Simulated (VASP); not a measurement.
# TiO2 (P4_2/mnm) in VASP: a series of runs

One crystal, TiO2, is run at these levels: PBE, RPBE, PBEsol; tasks: relaxation of cell and atoms.

Program: VASP 6.6.1. These are calculated values, not measurements. Logs are shortened: lines on timing, memory, paths and dates and some standing lists are left out, and cuts for length are marked.

### 1 Starting point

Symmetry: P4_2/mnm, No. 136, tetragonal system. The conventional cell has a = 4.646 Å, b = 4.646 Å, c = 2.966 Å, α = 90.00°, β = 90.00°, γ = 90.00°. Ti (site symmetry mmm) is surrounded by 6 O at 1.96 to 2.00 Å. O (site symmetry m2m) is surrounded by 3 Ti at 1.96 to 2.00 Å.

### 2 Relaxation of cell and atoms, PBE

Contents of INCAR:

```
PREC = Accurate
ENCUT = 600
EDIFF = 1E-7
ISMEAR = 0
SIGMA = 0.03
LREAL = False
LASPH = True
NELM = 80
ALGO = Normal
ISIF = 3
LWAVE = False
LCHARG = False
GGA = PE
IBRION = 2
NSW = 90
EDIFFG = -0.005
KPAR = 2
```

Contents of KPOINTS:

```
Automatic mesh
0
Gamma
  6 6 10
```

Contents of POSCAR:

```
TiO2                                    
1.0
    4.6456457580     -0.0000000000      0.0000000000
   -0.0000000000      4.6456457580      0.0000000000
    0.0000000000      0.0000000000      2.9663923332
  Ti              O             
     2     4
Direct
     0.0000000000000000    0.0000000000000000    0.0000000000000000
     0.5000000000000000    0.5000000000000000    0.5000000000000000
     0.3049641040255684    0.3049641040255684    0.0000000000000000
     0.1950358959744315    0.8049641040255684    0.5000000000000000
     0.6950358959744316    0.6950358959744316    0.0000000000000000
     0.8049641040255684    0.1950358959744315    0.5000000000000000
```

Potentials or basis: VASP PAW PBE potentials, release 64 (Ti_sv, O).

Launch:

```console
$ cat potpaw_PBE.64/Ti_sv/POTCAR potpaw_PBE.64/O/POTCAR > POTCAR
$ mpirun -np 2 vasp_std > vasp.out
```

OUTCAR:

```text
PREC = Accurate
   ENCUT = 600
   EDIFF = 1E-7
   ISMEAR = 0
   LREAL = False
   LASPH = True
   NELM = 80
   ISIF = 3
   GGA = PE
   IBRION = 2
   NSW = 90
   EDIFFG = -0.005

 ion  position               nearest neighbor table
   1  0.000  0.000  0.000-   4 1.96   6 1.96   4 1.96   6 1.96   5 2.00   3 2.00
   2  0.500  0.500  0.500-   3 1.96   5 1.96   3 1.96   5 1.96   4 2.00   6 2.00
   3  0.305  0.305  0.000-   2 1.96   2 1.96   1 2.00
   4  0.195  0.805  0.500-   1 1.96   1 1.96   2 2.00
   5  0.695  0.695  0.000-   2 1.96   2 1.96   1 2.00
   6  0.805  0.195  0.500-   1 1.96   1 1.96   2 2.00

  LATTYP: Found a simple tetragonal cell.
 ALAT       =     4.6456457580
 C/A-ratio  =     0.6385317538

  Lattice vectors:

 A1 = (   4.6456457580,   0.0000000000,   0.0000000000)
 A2 = (   0.0000000000,   4.6456457580,   0.0000000000)
 A3 = (   0.0000000000,   0.0000000000,   2.9663923332)

Analysis of symmetry for initial positions (statically):
=====================================================================
 Subroutine PRICEL returns:
 Original cell was already a primitive cell.

 Routine SETGRP: Setting up the symmetry group for a
 simple tetragonal supercell.

 Subroutine GETGRP returns: Found 16 space group operations
 (whereof  8 operations were pure point group operations)
 out of a pool of 16 trial point group operations.

The static configuration has the point symmetry D_2h.
 The point group associated with its full space group is D_4h.

Analysis of symmetry for dynamics (positions and initial velocities):
=====================================================================
 Subroutine PRICEL returns:
 Original cell was already a primitive cell.

 Routine SETGRP: Setting up the symmetry group for a
 simple tetragonal supercell.

 Subroutine GETGRP returns: Found 16 space group operations
 (whereof  8 operations were pure point group operations)
 out of a pool of 16 trial point group operations.

The dynamic configuration has the point symmetry D_2h.
 The point group associated with its full space group is D_4h.

 Subroutine INISYM returns: Found 16 space group operations
 (whereof  8 operations are pure point group operations),
 and found     1 'primitive' translations

----------------------------------------------------------------------------------------

                                     Primitive cell

  volume of cell :      64.0208

  direct lattice vectors                    reciprocal lattice vectors
     4.645645758  0.000000000  0.000000000     0.215255328  0.000000000  0.000000000
     0.000000000  4.645645758  0.000000000     0.000000000  0.215255328  0.000000000
     0.000000000  0.000000000  2.966392333     0.000000000  0.000000000  0.337109825

  length of vectors
     4.645645758  4.645645758  2.966392333     0.215255328  0.215255328  0.337109825

  position of ions in fractional coordinates (direct lattice)
     0.000000000  0.000000000  0.000000000
     0.500000000  0.500000000  0.500000000
     0.304964104  0.304964104  0.000000000
     0.195035896  0.804964104  0.500000000
     0.695035896  0.695035896  0.000000000
     0.804964104  0.195035896  0.500000000

  ion indices of the primitive-cell ions
   primitive index   ion index
                 1           1
                 2           2
                 3           3
                 4           4
                 5           5
                 6           6

----------------------------------------------------------------------------------------

 KPOINTS: Automatic mesh

Automatic generation of k-mesh.
 Grid dimensions read from file:
 generate k-points for:    6    6   10

 Generating k-lattice:

  Cartesian coordinates                     Fractional coordinates (reciprocal lattice)
     0.035875888  0.000000000  0.000000000     0.166666667  0.000000000  0.000000000
     0.000000000  0.035875888  0.000000000     0.000000000  0.166666667  0.000000000
     0.000000000  0.000000000  0.033710982     0.000000000  0.000000000  0.100000000

  Length of vectors
     0.035875888  0.035875888  0.033710982

  Shift w.r.t. Gamma in fractional coordinates (k-lattice)
     0.000000000  0.000000000  0.000000000

 Subroutine IBZKPT returns following result:
 ===========================================

 Found     60 irreducible k-points:

 Following reciprocal coordinates:
            Coordinates               Weight
  0.000000  0.000000  0.000000      1.000000
  0.166667  0.000000  0.000000      4.000000
  0.333333  0.000000  0.000000      4.000000
  0.500000  0.000000  0.000000      2.000000
  0.166667  0.166667  0.000000      4.000000
  0.333333  0.166667  0.000000      8.000000
[... 16 lines left out ...]
  0.333333  0.000000  0.200000      8.000000
  0.500000  0.000000  0.200000      4.000000
 [... further k-points ...]
   k-points           NKPTS =     60   k-points in BZ     NKDIM =     60   number of bands    NBANDS=     28
   number of dos      NEDOS =    301   number of ions     NIONS =      6
   total plane-waves  NPLWV =  38400
   dimension x,y,z NGX =    40 NGY =   40 NGZ =   24
   dimension x,y,z NGXF=    80 NGYF=   80 NGZF=   48
   ions per type =               2   4
   NGX,Y,Z   is equivalent  to a cutoff of  14.31, 14.31, 13.45 a.u.
   NGXF,Y,Z  is equivalent  to a cutoff of  28.63, 28.63, 26.90 a.u.
 SYSTEM =  unknown system
   PREC   = accura    normal or accurate (medium, high low for compatibility)
   ISTART =      0    job   : 0-new  1-cont  2-samecut
   ICHARG =      2    charge: 1-file 2-atom 10-const
   ISPIN  =      1    spin polarized calculation?
   LNONCOLLINEAR =      F non collinear calculations
   LSORBIT =      F    spin-orbit coupling
   LASPH  =      T    aspherical Exc in radial PAW
   ENCUT  =  600.0 eV  44.10 Ry    6.64 a.u.   9.28  9.28  5.92*2*pi/ulx,y,z
   NELM   =     80;   NELMIN=  2; NELMDL= -5     # of ELM steps
   EDIFF  = 0.1E-06   stopping-criterion for ELM
   LREAL  =      F    real-space projection
   EDIFFG = -.5E-02   stopping-criterion for IOM
   NSW    =     90    number of steps for IOM
   IBRION =      2    ionic relax: 0-MD 1-quasi-New 2-CG
   NFREE  =      1    steps in history (QN), initial steepest desc. (CG)
   ISIF   =      3    stress and relaxation
   ISYM   =      2    0-nonsym 1-usesym 2-fastsym
   POTIM  = 0.5000    time-step for ionic-motion
   TEBEG  =    0.0;   TEEND  =   0.0 temperature during run
   PSTRESS=    0.0 pullay stress
   NELECT =      48.0000    total number of electrons
   NUPDOWN=      -1.0000    fix difference up-down
   EMIN   =  10.00;   EMAX   =-10.00  energy-range for DOS
   EFERMI =   0.00;   METHOD = LEGACY
   ISMEAR =     0;   SIGMA  =   0.03  broadening in eV -4-tet -1-fermi 0-gaus
   EFERMI_NEDOS =   21; number of points for ismear=-14 and -15
   IALGO  =     38    algorithm
   IMIX   =      4    mixing-type and parameters
     AMIX     =   0.40;   BMIX     =  1.00
     AMIX_MAG =   1.60;   BMIX_MAG =  1.00
  volume/ion in A,a.u.               =      10.67        72.01
  Fermi-wavevector in a.u.,A,eV,Ry     =   1.487242  2.810480 30.094575  2.211889
  Thomas-Fermi vector in A             =   2.600427
   LORBIT       =      0    0 simple, 1 ext, 2 COOP (PROOUT), +10 PAW based schemes
   GGA     = PE    functional components
   LHFCALC =     F    Hartree Fock is set to
   AEXX    =    0.0000 exact exchange contribution
   IVDW    =     0    specifies the selected vdW correction
   LEPSILON=     F    determine dielectric tensor
   LRPA    =     F    only Hartree local field effects (RPA)
 conjugate gradient relaxation of ions
 non-spin polarized calculation
 Gauss-broadening in eV      SIGMA  =   0.03
  energy-cutoff  :      600.00
  volume of cell :       64.02
 maximum number of plane-waves:      2158
 NGX is ok and might be reduce to    40
   NGX = 19   NGY = 19   NGZ = 11

 number of electron      47.9999980 magnetization

 Free energy of the ion-electron system (eV)
  ---------------------------------------------------
  ext. energy  EPLUGINS =         0.00000000
  ---------------------------------------------------
  free energy    TOTEN  =       -53.68518375 eV

  energy without entropy =      -53.68518375  energy(sigma->0) =      -53.68518375

 E-fermi :   4.7795     XC(G=0): -11.2753

 val. band max:        4.5611353498   @ k =   0.0000   0.0000   0.0000
 cond. band min:       6.3846145707   @ k =   0.0000   0.0000   0.0000
 fundamental gap:      1.8234792209
 Fermi energy:         4.7794827556

 k-point     1 :       0.0000    0.0000    0.0000
  band No.  band energies     occupation
      1     -52.4110      2.00000
      2     -52.3964      2.00000
      3     -28.6960      2.00000
      4     -28.6960      2.00000
      5     -28.5476      2.00000
      6     -28.5476      2.00000
[... 20 lines left out ...]
     27       6.9353      0.00000
     28       7.0133      0.00000

 k-point     2 :       0.1667    0.0000    0.0000
  band No.  band energies     occupation
      1     -52.4100      2.00000
      2     -52.3973      2.00000
      3     -28.6883      2.00000
      4     -28.6876      2.00000
      5     -28.5568      2.00000
      6     -28.5561      2.00000
[... 20 lines left out ...]
     27       7.1219      0.00000
     28       7.1315      0.00000

 k-point     3 :       0.3333    0.0000    0.0000
  band No.  band energies     occupation
      1     -52.4073      2.00000
      2     -52.4000      2.00000
      3     -28.6680      2.00000
      4     -28.6663      2.00000
      5     -28.5798      2.00000
      6     -28.5780      2.00000
[... 616 lines left out ...]
      3     -28.6668      2.00000
      4     -28.6486      2.00000
      5     -28.6302      2.00000
      6     -28.6176      2.00000
[... 20 lines left out ...]
     27       7.4303      0.00000
     28       7.4881      0.00000

 k-point    24 :       0.5000    0.0000    0.2000
  band No.  band energies     occupation
      1     -52.3905      2.00000
      2     -52.3905      2.00000
      3     -28.6595      2.00000
      4     -28.6595      2.00000
      5     -28.6139      2.00000
      6     -28.6139      2.00000
[... 20 lines left out ...]
     27       7.6171      0.00000
     28       7.6171      0.00000

 [... further k-points ...]

------------------------ aborting loop because EDIFF is reached ----------------------------------------

  FORCE on cell =-STRESS in cart. coord.  units (eV):
  Direction    XX          YY          ZZ          XY          YZ          ZX
  --------------------------------------------------------------------------------------
  -------------------------------------------------------------------------------------
  Total       -0.0292043     -0.0292043      0.0057605     -0.0000000      0.0000000      0.0000000
  in kB       -0.7308648     -0.7308648      0.1441618     -0.0000000      0.0000000      0.0000000
  external PRESSURE =      -0.4391893 kB  Pullay stress =       0.0000000 kB

 VOLUME and BASIS-vectors are now :
 -----------------------------------------------------------------------------
  energy-cutoff  :      600.00
  volume of cell :       64.02
      direct lattice vectors                 reciprocal lattice vectors
     4.645645758  0.000000000  0.000000000     0.215255328  0.000000000  0.000000000
     0.000000000  4.645645758  0.000000000     0.000000000  0.215255328  0.000000000
     0.000000000  0.000000000  2.966392333     0.000000000  0.000000000  0.337109825

 POSITION                                       TOTAL-FORCE (eV/Angst)
 -----------------------------------------------------------------------------------
      0.00000      0.00000      0.00000         0.000000      0.000000      0.000000
      2.32282      2.32282      1.48320         0.000000      0.000000      0.000000
      1.41676      1.41676      0.00000         0.002509      0.002509     -0.000000
      0.90607      3.73958      1.48320        -0.002509      0.002509      0.000000
      3.22889      3.22889      0.00000        -0.002509     -0.002509      0.000000
      3.73958      0.90607      1.48320         0.002509     -0.002509      0.000000
 -----------------------------------------------------------------------------------
    total drift:                                0.000000     -0.000000     -0.000000

  FREE ENERGIE OF THE ION-ELECTRON SYSTEM (eV)
  ---------------------------------------------------
  free  energy   TOTEN  =       -53.6851837479 eV

  energy  without entropy=      -53.6851837479  energy(sigma->0) =      -53.68518375

 reached required accuracy - stopping structural energy minimisation
```

Wall time 58 s (2 MPI ranks of Intel Xeon Platinum 8488C (Sapphire Rapids), shared host); peak memory 0.23 GiB.

Results:

* Free energy: -53.6852 eV
* Pressure after relaxing: 0.0 GPa
* Largest force after relaxing: 0.004 eV/Å
* Band gap on the k mesh: 1.82 eV, direct

Forces in eV/Å, atoms in the order of the input:
```
Ti   0.000  0.000  0.000
Ti   0.000  0.000  0.000
O    0.003  0.003  0.000
O   -0.003  0.003  0.000
O   -0.003 -0.003  0.000
O    0.003 -0.003  0.000
```

Final structure:
```yaml
crystal:
  lattice:
    - [4.64565, 0.00000, 0.00000]
    - [0.00000, 4.64565, 0.00000]
    - [0.00000, 0.00000, 2.96639]
  atoms:
    - { symbol: Ti, position: [0.00000, 0.00000, 0.00000] }
    - { symbol: Ti, position: [0.50000, 0.50000, 0.50000] }
    - { symbol: O, position: [0.30496, 0.30496, 0.00000] }
    - { symbol: O, position: [0.19504, 0.80496, 0.50000] }
    - { symbol: O, position: [0.69504, 0.69504, 0.00000] }
    - { symbol: O, position: [0.80496, 0.19504, 0.50000] }
```

Levels at points of the mesh, in eV from the valence-band top:
```csv
k point,band 21,band 22,band 23,band 24,band 25,band 26,band 27,band 28
"(0.00, 0.00, 0.00)",-0.67,-0.43,-0.43,0.00,1.82,2.10,2.37,2.45
"(0.50, 0.00, 0.00)",-1.56,-1.56,-0.71,-0.71,2.47,2.47,2.93,2.93
"(0.50, 0.50, 0.00)",-1.25,-1.25,-1.04,-1.04,1.86,1.86,2.47,2.47
"(0.00, 0.00, 0.50)",-2.23,-2.23,-1.40,-1.40,2.87,2.87,3.13,3.13
"(0.50, 0.00, 0.50)",-1.98,-1.98,-0.99,-0.99,1.87,1.87,3.15,3.15
"(0.50, 0.50, 0.50)",-1.21,-1.21,-0.67,-0.67,2.52,2.52,3.13,3.13
```

Caveat: the relaxation stopped at its first step, so nothing moved. A k mesh can miss the band edges.

(Part 1 of 3 ends here.)
